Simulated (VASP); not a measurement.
# MgS (Niningerite) (Fm-3m) in VASP: further runs, part 2 of 2

VASP 6.6.1. The steps go on from the part before.

## 3. Density of states, LDA

This run uses another cell than the first one: it holds 8 atoms, not 2.

The input, MgS.cif:

```cif
data_MgS
_cell_length_a 5.20330000
_cell_length_b 5.20330000
_cell_length_c 5.20330000
_cell_angle_alpha 90.00000000
_cell_angle_beta 90.00000000
_cell_angle_gamma 90.00000000
_space_group_name_H-M_alt 'Fm-3m'
_space_group_name_Hall '-F 4 2 3'
_space_group_IT_number 225
loop_
_space_group_symop_operation_xyz
'x,y,z'
'-x,-y,-z'
'-y,x,z'
'y,-x,-z'
'-x,-y,z'
'x,y,-z'
'y,-x,z'
'-y,x,-z'
'x,-y,-z'
'-x,y,z'
'-y,-x,-z'
'y,x,z'
'-x,y,-z'
'x,-y,z'
'y,x,-z'
'-y,-x,z'
'z,x,y'
'-z,-x,-y'
'z,-y,x'
'-z,y,-x'
'z,-x,-y'
'-z,x,y'
'z,y,-x'
'-z,-y,x'
'-z,x,-y'
'z,-x,y'
'-z,-y,-x'
'z,y,x'
'-z,-x,y'
'z,x,-y'
'-z,y,x'
'z,-y,-x'
'y,z,x'
'-y,-z,-x'
'x,z,-y'
'-x,-z,y'
'-y,z,-x'
'y,-z,x'
'-x,z,y'
'x,-z,-y'
'-y,-z,x'
'y,z,-x'
'-x,-z,-y'
'x,z,y'
'y,-z,-x'
'-y,z,x'
'x,-z,y'
'-x,z,-y'
'x,y+1/2,z+1/2'
'-x,-y+1/2,-z+1/2'
'-y,x+1/2,z+1/2'
'y,-x+1/2,-z+1/2'
[... 63 lines left out ...]
'-z+1/2,y,-x+1/2'
'z+1/2,-x,-y+1/2'
'-z+1/2,x,y+1/2'
'z+1/2,y,-x+1/2'
'-z+1/2,-y,x+1/2'
'-z+1/2,x,-y+1/2'
'z+1/2,-x,y+1/2'
'-z+1/2,-y,-x+1/2'
'z+1/2,y,x+1/2'
'-z+1/2,-x,y+1/2'
'z+1/2,x,-y+1/2'
'-z+1/2,y,x+1/2'
'z+1/2,-y,-x+1/2'
'y+1/2,z,x+1/2'
'-y+1/2,-z,-x+1/2'
'x+1/2,z,-y+1/2'
'-x+1/2,-z,y+1/2'
'-y+1/2,z,-x+1/2'
'y+1/2,-z,x+1/2'
'-x+1/2,z,y+1/2'
'x+1/2,-z,-y+1/2'
'-y+1/2,-z,x+1/2'
'y+1/2,z,-x+1/2'
'-x+1/2,-z,-y+1/2'
'x+1/2,z,y+1/2'
'y+1/2,-z,-x+1/2'
'-y+1/2,z,x+1/2'
'x+1/2,-z,y+1/2'
'-x+1/2,z,-y+1/2'
'x+1/2,y+1/2,z'
'-x+1/2,-y+1/2,-z'
'-y+1/2,x+1/2,z'
'y+1/2,-x+1/2,-z'
'-x+1/2,-y+1/2,z'
'x+1/2,y+1/2,-z'
'y+1/2,-x+1/2,z'
'-y+1/2,x+1/2,-z'
'x+1/2,-y+1/2,-z'
'-x+1/2,y+1/2,z'
'-y+1/2,-x+1/2,-z'
'y+1/2,x+1/2,z'
'-x+1/2,y+1/2,-z'
'x+1/2,-y+1/2,z'
'y+1/2,x+1/2,-z'
'-y+1/2,-x+1/2,z'
'z+1/2,x+1/2,y'
'-z+1/2,-x+1/2,-y'
'z+1/2,-y+1/2,x'
'-z+1/2,y+1/2,-x'
'z+1/2,-x+1/2,-y'
'-z+1/2,x+1/2,y'
'z+1/2,y+1/2,-x'
'-z+1/2,-y+1/2,x'
'-z+1/2,x+1/2,-y'
'z+1/2,-x+1/2,y'
'-z+1/2,-y+1/2,-x'
'z+1/2,y+1/2,x'
'-z+1/2,-x+1/2,y'
'z+1/2,x+1/2,-y'
'-z+1/2,y+1/2,x'
'z+1/2,-y+1/2,-x'
'y+1/2,z+1/2,x'
'-y+1/2,-z+1/2,-x'
'x+1/2,z+1/2,-y'
'-x+1/2,-z+1/2,y'
'-y+1/2,z+1/2,-x'
'y+1/2,-z+1/2,x'
'-x+1/2,z+1/2,y'
'x+1/2,-z+1/2,-y'
'-y+1/2,-z+1/2,x'
'y+1/2,z+1/2,-x'
'-x+1/2,-z+1/2,-y'
'x+1/2,z+1/2,y'
'y+1/2,-z+1/2,-x'
'-y+1/2,z+1/2,x'
'x+1/2,-z+1/2,y'
'-x+1/2,z+1/2,-y'
loop_
_atom_site_label
_atom_site_type_symbol
_atom_site_symmetry_multiplicity
_atom_site_Wyckoff_symbol
_atom_site_fract_x
_atom_site_fract_y
_atom_site_fract_z
_atom_site_occupancy
S1 S 4 b 0.5000000000 0.0000000000 0.0000000000 1
Mg1 Mg 4 a 0.0000000000 0.0000000000 0.0000000000 1
```

The input, POSCAR:

```
S  Mg
 1.0000000000000000
     5.2032999999999996    0.0000000000000000    0.0000000000000000
     0.0000000000000000    5.2032999999999996    0.0000000000000000
     0.0000000000000000    0.0000000000000000    5.2032999999999996
 S   Mg 
   4   4
Cartesian
  2.6016499999999998  0.0000000000000000  0.0000000000000000
  0.0000000000000000  2.6016499999999998  0.0000000000000000
  0.0000000000000000  0.0000000000000000  2.6016499999999998
  2.6016499999999998  2.6016499999999998  2.6016499999999998
  0.0000000000000000  0.0000000000000000  0.0000000000000000
  0.0000000000000000  2.6016499999999998  2.6016499999999998
  2.6016499999999998  0.0000000000000000  2.6016499999999998
  2.6016499999999998  2.6016499999999998  0.0000000000000000
```

The input, INCAR.step1:

```
SYSTEM = MgS
PREC = Accurate ; ENCUT = 520
EDIFF = 1E-7 ; ISMEAR = 0
SIGMA = 0.05 ; LREAL = .FALSE.
LASPH = .TRUE. ; NELM = 100
ALGO = Fast ; ISIF = 2
LWAVE = .FALSE. ; LCHARG = .TRUE.
GGA = CA ; NBANDS = 38
```

The input, KPOINTS.step1:

```
regular mesh
0
G
  5 5 5
  0 0 0
```

The input, INCAR.step2:

```
SYSTEM = MgS
PREC = Accurate ; ENCUT = 520
EDIFF = 1E-7 ; ISMEAR = -5
SIGMA = 0.05 ; LREAL = .FALSE.
LASPH = .TRUE. ; NELM = 100
ALGO = Fast ; ISIF = 2
LWAVE = .FALSE. ; LCHARG = .FALSE.
GGA = CA ; LORBIT = 10
NBANDS = 38 ; NEDOS = 2001
ICHARG = 11
```

The input, KPOINTS.step2:

```
regular mesh
0
G
  8 8 8
  0 0 0
```

Potentials or basis: VASP PAW LDA potentials, release 64 (S, Mg_pv).

Launch:

```bash
$ ase convert -i cif -o vasp MgS.cif POSCAR
$ cat potpaw_LDA.64/S/POTCAR potpaw_LDA.64/Mg_pv/POTCAR > POTCAR
$ cp INCAR.step1 INCAR
$ cp KPOINTS.step1 KPOINTS
$ mpirun -np 1 vasp_std > vasp.out
$ cp INCAR.step2 INCAR
$ cp KPOINTS.step2 KPOINTS
$ mpirun -np 1 vasp_std > vasp.out
```

Run time: 1.8 min. Hardware: 1 thread of Intel Xeon 6975P-C (Granite Rapids), shared host; peak memory 0.26 GiB.

The run converged. Its results:

```yaml
Valence_electrons_inside_the_program's_atomic_spheres: S 3.80; Mg 6.26
```

Levels at points of the mesh, in eV from the valence-band top:
```csv
k point,band 24,band 25,band 26,band 27,band 28,band 29,band 30,band 31,band 32,band 33
"(0.00, 0.00, 0.00)",-1.70,-1.70,0.00,0.00,0.00,2.57,2.57,2.57,3.50,4.25
"(0.50, 0.00, 0.00)",-2.42,-0.98,-0.98,-0.98,-0.98,4.81,4.81,5.08,5.08,5.49
"(0.50, 0.50, 0.00)",-2.37,-0.64,-0.64,-0.64,-0.64,5.50,5.50,5.50,5.50,7.40
"(0.50, 0.50, 0.50)",-0.60,-0.60,-0.60,-0.60,-0.60,4.38,4.38,4.38,4.38,6.75
```

States per cell in windows of 0.5 eV (zero at the valence-band top; states under -8 eV left out):
| from (eV) | total | S1_p | S2_p | S3_p | S4_p | Mg5_s | Mg6_s |
| --- | --- | --- | --- | --- | --- | --- | --- |
| -8.0 | 0.00 | 0.00 | 0.00 | 0.00 | 0.00 | 0.00 | 0.00 |
| -7.5 | 0.00 | 0.00 | 0.00 | 0.00 | 0.00 | 0.00 | 0.00 |
| -7.0 | 0.00 | 0.00 | 0.00 | 0.00 | 0.00 | 0.00 | 0.00 |
| -6.5 | 0.00 | 0.00 | 0.00 | 0.00 | 0.00 | 0.00 | 0.00 |
| -6.0 | 0.00 | 0.00 | 0.00 | 0.00 | 0.00 | 0.00 | 0.00 |
| -5.5 | 0.00 | 0.00 | 0.00 | 0.00 | 0.00 | 0.00 | 0.00 |
| -5.0 | 0.46 | 0.03 | 0.03 | 0.03 | 0.03 | 0.01 | 0.01 |
| -4.5 | 1.97 | 0.15 | 0.15 | 0.15 | 0.15 | 0.03 | 0.03 |
| -4.0 | 3.66 | 0.29 | 0.29 | 0.29 | 0.29 | 0.04 | 0.04 |
| -3.5 | 1.26 | 0.11 | 0.11 | 0.11 | 0.11 | 0.01 | 0.01 |
| -3.0 | 1.74 | 0.16 | 0.16 | 0.16 | 0.16 | 0.01 | 0.01 |
| -2.5 | 2.48 | 0.24 | 0.24 | 0.24 | 0.24 | 0.01 | 0.01 |
| -2.0 | 3.40 | 0.37 | 0.37 | 0.37 | 0.37 | 0.01 | 0.01 |
| -1.5 | 3.76 | 0.44 | 0.44 | 0.44 | 0.44 | 0.01 | 0.01 |
| -1.0 | 3.80 | 0.49 | 0.49 | 0.49 | 0.49 | 0.00 | 0.00 |
| -0.5 | 1.42 | 0.20 | 0.20 | 0.20 | 0.20 | 0.00 | 0.00 |
| 0.0 | 0.00 | 0.00 | 0.00 | 0.00 | 0.00 | 0.00 | 0.00 |
| 0.5 | 0.00 | 0.00 | 0.00 | 0.00 | 0.00 | 0.00 | 0.00 |
| 1.0 | 0.00 | 0.00 | 0.00 | 0.00 | 0.00 | 0.00 | 0.00 |
| 1.5 | 0.00 | 0.00 | 0.00 | 0.00 | 0.00 | 0.00 | 0.00 |
| 2.0 | 0.00 | 0.00 | 0.00 | 0.00 | 0.00 | 0.00 | 0.00 |
| 2.5 | 0.11 | 0.00 | 0.00 | 0.00 | 0.00 | 0.01 | 0.01 |
| 3.0 | 0.36 | 0.00 | 0.00 | 0.00 | 0.00 | 0.02 | 0.02 |
| 3.5 | 0.65 | 0.01 | 0.01 | 0.01 | 0.01 | 0.04 | 0.04 |
| 4.0 | 1.08 | 0.02 | 0.02 | 0.02 | 0.02 | 0.05 | 0.05 |
| 4.5 | 2.79 | 0.04 | 0.04 | 0.04 | 0.04 | 0.08 | 0.08 |
| 5.0 | 3.15 | 0.06 | 0.06 | 0.06 | 0.06 | 0.07 | 0.07 |
| 5.5 | 1.35 | 0.03 | 0.03 | 0.03 | 0.03 | 0.02 | 0.02 |
| 6.0 | 2.72 | 0.06 | 0.06 | 0.06 | 0.06 | 0.03 | 0.03 |
| 6.5 | 2.63 | 0.06 | 0.06 | 0.06 | 0.06 | 0.02 | 0.02 |
| 7.0 | 2.55 | 0.05 | 0.05 | 0.05 | 0.05 | 0.01 | 0.01 |
| 7.5 | 1.77 | 0.03 | 0.03 | 0.03 | 0.03 | 0.00 | 0.00 |

## 4. Density of states, PBE+MBD

The input, POSCAR:

```
MgS
1.0
    0.0000000000      2.6016500000      2.6016500000
    2.6016500000      0.0000000000      2.6016500000
    2.6016500000      2.6016500000      0.0000000000
S Mg
1 1
Direct
    0.5000000000      0.5000000000      0.5000000000
    0.0000000000      0.0000000000      0.0000000000
```

The input, INCAR.step1:

```
ALGO = Normal
EDIFF = 1E-6
ENCUT = 520
GGA = PE
ISIF = 2
ISMEAR = -1
IVDW = 202
LASPH = T
LCHARG = T
LREAL = F
LWAVE = F
NELM = 100
PREC = Accurate
SIGMA = 0.05
```

The input, KPOINTS.step1:

```
k-points
0
Gamma
  9 9 9
```

The input, INCAR.step2:

```
ALGO = Normal
EDIFF = 1E-6
ENCUT = 520
GGA = PE
ICHARG = 11
ISIF = 2
ISMEAR = -5
IVDW = 202
LASPH = T
LCHARG = F
LORBIT = 10
LREAL = F
LWAVE = F
NEDOS = 2001
NELM = 100
PREC = Accurate
SIGMA = 0.05
```

The input, KPOINTS.step2:

```
k-points
0
Gamma
  14 14 14
```

Potentials or basis: VASP PAW PBE potentials, release 64 (S, Mg).

Launch:

```bash
$ cat potpaw_PBE.64/S/POTCAR potpaw_PBE.64/Mg/POTCAR > POTCAR
$ cp INCAR.step1 INCAR
$ cp KPOINTS.step1 KPOINTS
$ mpirun -np 1 vasp_std > vasp.out
$ cp INCAR.step2 INCAR
$ cp KPOINTS.step2 KPOINTS
$ mpirun -np 1 vasp_std > vasp.out
```

Wall time 60 s (1 thread of Intel Xeon Platinum 8488C (Sapphire Rapids), shared host); peak memory 0.17 GiB.

The run converged. Its results:

```yaml
Valence_electrons_inside_the_program's_atomic_spheres: S 3.82; Mg 0.30
Hirshfeld_charges: S -0.26; Mg +0.26 e
Dispersion_energy_per_atom: -0.398 eV
```

Levels at points of the mesh, in eV from the valence-band top:
| k point | band 2 | band 3 | band 4 | band 5 | band 6 | band 7 |
| --- | --- | --- | --- | --- | --- | --- |
| (0.00, 0.00, 0.00) | 0.00 | 0.00 | 0.00 | 3.71 | 7.95 | 7.95 |
| (0.50, 0.00, 0.00) | -4.83 | -0.59 | -0.59 | 4.55 | 6.91 | 6.91 |
| (0.50, 0.50, 0.00) | -4.19 | -1.68 | -1.68 | 2.78 | 4.40 | 12.00 |

States per cell in windows of 1 eV (zero at the valence-band top; states under -8 eV left out):
| from (eV) | total | S1_p | Mg2_s | Mg2_p | S1_s | Mg2_d | S1_d |
| --- | --- | --- | --- | --- | --- | --- | --- |
| -8.0 | 0.00 | 0.00 | 0.00 | 0.00 | 0.00 | 0.00 | 0.00 |
| -7.0 | 0.00 | 0.00 | 0.00 | 0.00 | 0.00 | 0.00 | 0.00 |
| -6.0 | 0.00 | 0.00 | 0.00 | 0.00 | 0.00 | 0.00 | 0.00 |
| -5.0 | 0.54 | 0.17 | 0.03 | 0.01 | 0.00 | 0.00 | 0.00 |
| -4.0 | 1.28 | 0.42 | 0.05 | 0.02 | 0.03 | 0.00 | 0.00 |
| -3.0 | 0.95 | 0.36 | 0.02 | 0.03 | 0.01 | 0.00 | 0.00 |
| -2.0 | 1.82 | 0.82 | 0.02 | 0.04 | 0.01 | 0.01 | 0.00 |
| -1.0 | 1.41 | 0.74 | 0.00 | 0.02 | 0.00 | 0.01 | 0.00 |
| 0.0 | 0.00 | 0.00 | 0.00 | 0.00 | 0.00 | 0.00 | 0.00 |
| 1.0 | 0.00 | 0.00 | 0.00 | 0.00 | 0.00 | 0.00 | 0.00 |
| 2.0 | 0.01 | 0.00 | 0.00 | 0.00 | 0.00 | 0.00 | 0.00 |
| 3.0 | 0.19 | 0.01 | 0.04 | 0.00 | 0.01 | 0.00 | 0.00 |
| 4.0 | 0.68 | 0.04 | 0.10 | 0.03 | 0.03 | 0.01 | 0.00 |
| 5.0 | 1.39 | 0.09 | 0.12 | 0.06 | 0.08 | 0.02 | 0.00 |
| 6.0 | 1.26 | 0.11 | 0.05 | 0.07 | 0.02 | 0.03 | 0.00 |
| 7.0 | 1.42 | 0.12 | 0.03 | 0.13 | 0.03 | 0.03 | 0.00 |
